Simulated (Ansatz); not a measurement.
Layered crystal of BN, relaxed:

```
CELL_PARAMETERS angstrom
1.25306 0.72345 3.29488
-1.25306 0.72345 3.29488
0.00000 -1.44691 3.29488
ATOMIC_POSITIONS crystal
B 0.99970 0.99970 0.99970
N 0.33274 0.33274 0.33274
```

Level of theory: Ansatz 0.2.0, DFT PBE+D3(BJ), scalar-relativistic, plane waves, PAW. Settings: cutoff 420 eV, Γ-centred mesh 12×12×12 on the computed 2-atom cell, Gaussian smearing of 0.02 eV; no spin polarisation.

(1) What does it cost to take out one layer and relax it free-standing?

Gaps are read on the k meshes alone.

Answers

(1) 19.4 meV/Å² (53 meV/atom). The layer's area changes by +0.2 %. The gap on the mesh goes from 4.24 eV to 4.68 eV. The layer is isolated along c and computed on a 12×12×1 mesh.

The reference crystal is a form of BN, which isn't its usual structure.